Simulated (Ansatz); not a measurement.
Crystal: MoS2.

```xyz
6
Lattice="3.1610 0.0000 0.0000 -1.5805 2.7375 0.0000 0.0000 0.0000 12.2950" Properties=species:S:1:pos:R:3 pbc="T T T"
Mo    0.0000    1.8250    3.0737
Mo    1.5805    0.9125    9.2212
S     0.0000    1.8250    7.7151
S     1.5805    0.9125    1.5676
S     0.0000    1.8250   10.7274
S     1.5805    0.9125    4.5799
```

| Property | Result |
| --- | --- |
| Program | Ansatz 0.2.0 |
| Task | single point |
| Functional | PBE |
| Potentials or basis | all-electron LAPW, scalar-relativistic |
| Cutoff | 272 eV (chosen from the basis error) |
| Basis error allowed | 0.001 eV/atom |
| k mesh | 10 × 10 × 3 |
| Occupations | fermi-dirac, width 0.05 eV |
| Spin | no spin polarisation |

On this cell: pressure 8.9 GPa; largest force 1.216 eV/Å; band gap on the k mesh 0.87 eV, indirect (least direct gap 1.87 eV).

The same run follows on a disturbed copy (atoms moved at random, drawn with an rms of 0.05 Å):

```
Mo S
1.0
     3.16100    0.00000    0.00000
    -1.58050    2.73751    0.00000
     0.00000    0.00000   12.29500
Mo S
2 4
Cartesian
  0.0023 1.8543 3.0858
  1.5781 0.9087 9.2248
  -0.0307 1.8187 7.7188
  1.6045 0.8640 1.5899
  0.0306 1.8696 10.7470
  1.5225 0.8879 4.5881
```

**Question.** What changes?

**Answer.** The energy moves by +16.3 meV/atom; pressure 9.2 GPa; largest force 1.791 eV/Å; band gap on the k mesh 0.84 eV, indirect (least direct gap 1.58 eV).

Forces in eV/Å, atoms in the order of the input:
```
Mo  -0.443 -1.532  0.118
Mo   0.012  0.504  0.244
S    0.301  0.019 -1.191
S   -0.176  0.935 -1.518
S   -0.315 -0.528  0.951
S    0.621  0.601  1.396
```

Stress tensor (GPa, compression positive):
```
 5.66 -0.29  0.38
-0.29  8.11 -1.94
 0.38 -1.94 13.76
```

Caveats: an odd mesh through Γ misses points on the zone boundary, where band edges often lie; this functional lacks dispersion, which binds the layers, so the pressure and a relaxed spacing across them are unreliable (some runs); forces of over 1 eV/Å show positions far from the minimum, so gaps and moduli don't describe the material at rest (some runs).
